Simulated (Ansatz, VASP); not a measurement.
## Two plane-wave programs on Bi

```xyz
1
Lattice="3.2784 0.0000 0.0000 0.0000 3.2784 0.0000 0.0000 0.0000 3.2784" Properties=species:S:1:pos:R:3 pbc="T T T"
Bi    1.6392    1.6392    1.6392
```

Alike in both runs: task relaxation of cell and atoms; functional PBE; k mesh 16 × 16 × 16; occupations gaussian, width 0.1 eV; no spin polarisation.

|  | VASP | Ansatz |
| --- | --- | --- |
| version | VASP 6.6.1 | Ansatz 0.2.0 |
| potentials or method | VASP PAW PBE potentials, release 64 (Bi_d) | scalar-relativistic, plane waves, PAW |
| plane-wave cutoff (eV) | 600 | 420 |
| valence electrons in the cell | 15 | 15 |

```csv
,VASP,Ansatz,Ansatz less VASP
"gap on the k mesh at the Fermi level, each at its own relaxed structure (eV)",none,none,-
relaxed volume (Å³/atom),35.16,35.10,-0.060
relaxed cell length with the largest relative difference (Å),3.276,3.274,-0.0019
```

A gap of «none» marks a metal or a gap that the smearing closes.

Caveats: spin-orbit coupling is left out, which moves the levels of the heavy elements.
